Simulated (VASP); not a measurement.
Set up this calculation in VASP 6.6.1, as the native input.

* Task: single point
* Functional: PBE
* Potentials or basis: VASP PAW PBE potentials, release 64 (Nb_sv, P)
* Cutoff: 520 eV
* k mesh: 8 × 8 × 1
* Occupations: fermi-dirac, width 0.05 eV
* Spin: no spin polarisation
* Dipole correction: yes
* Further INCAR settings: ALGO = Normal; EDIFF = 1e-07; NBANDS = 36

The structure of NbP lies in POSCAR:

```
NbP
1.0
    3.3250000000      0.0000000000      0.0000000000
    0.0000000000      3.3250000000      0.0000000000
    0.0000000000      0.0000000000     20.6900000000
Nb P
3 3
Direct
    0.5000000000      0.5000000000      0.3624939584
    0.0000000000      0.5000000000      0.5000000000
    0.0000000000      0.0000000000      0.6375060416
    0.0000000000      0.0000000000      0.3624939584
    0.5000000000      0.0000000000      0.5000000000
    0.5000000000      0.5000000000      0.6375060416
```

The cell isn't the ideal one: the (0 0 1) slab of NbP, cut from the database cell, not relaxed.

These files were run (other wordings do the same):

INCAR

```
PREC = Accurate ; ENCUT = 520
EDIFF = 1E-7 ; ISMEAR = -1
SIGMA = 0.05 ; LREAL = False
LASPH = True ; NELM = 60
ALGO = Normal ; ISIF = 2
LWAVE = False ; LCHARG = False
LDIPOL = True ; IDIPOL = 3
DIPOL = 0.5 0.5 0.500 ; GGA = PE
NBANDS = 36
```

KPOINTS

```
Automatic mesh
0
Gamma
  8 8 1
```

Potentials or basis: VASP PAW PBE potentials, release 64 (Nb_sv, P).

The run is started by

```sh
$ cat potpaw_PBE.64/Nb_sv/POTCAR potpaw_PBE.64/P/POTCAR > POTCAR
$ mpirun -np 1 vasp_std > vasp.out
```

It gave:

```yaml
Largest_force: 1.046 eV/Å
Band_gap_on_the_k_mesh: none (metal or under the smearing width)
```

Run time: 2.3 min on 1 thread of Intel(R) Xeon(R) 6975P-C (Granite Rapids), on a shared host, peak memory 0.39 GiB.
